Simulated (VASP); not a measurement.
Here is a VASP 6.6.1 calculation.

The input INCAR:

```
SYSTEM = GaN
PREC = Accurate ; ENCUT = 600
EDIFF = 1E-7 ; ISMEAR = 0
SIGMA = 0.03 ; LREAL = .FALSE.
LASPH = .TRUE. ; NELM = 80
ALGO = Normal ; ISIF = 4
LWAVE = .FALSE. ; LCHARG = .FALSE.
GGA = PE ; IBRION = 2
NSW = 40 ; EDIFFG = -0.01
```

The input KPOINTS:

```
regular mesh
0
G
  12 12 5
  0 0 0
```

The input POSCAR:

```
GaN                                     
1.0
    3.1520391851      0.0000000000      0.0000000000
   -1.5760195925      2.7297460080      0.0000000000
    0.0000000000      0.0000000000      5.1370029719
  Ga              N             
     2     2
Direct
     0.3333333332999970    0.6666666667000030    0.9991860842781787
     0.6666666667000030    0.3333333332999970    0.4991860842781787
     0.3333333332999970    0.6666666667000030    0.3758139157218213
     0.6666666667000030    0.3333333332999970    0.8758139157218213
```

Potentials or basis: VASP PAW PBE potentials, release 64 (Ga_d, N).

Command:

```bash
$ cat potpaw_PBE.64/Ga_d/POTCAR potpaw_PBE.64/N/POTCAR > POTCAR
$ mpirun -np 1 vasp_std > vasp.out
```

(1) Estimate the band gap on the k mesh.

(2) What does it give for the energy gained by relaxing?

Results:

(1) 2.13 eV, direct.

(2) 0.0 meV/atom.
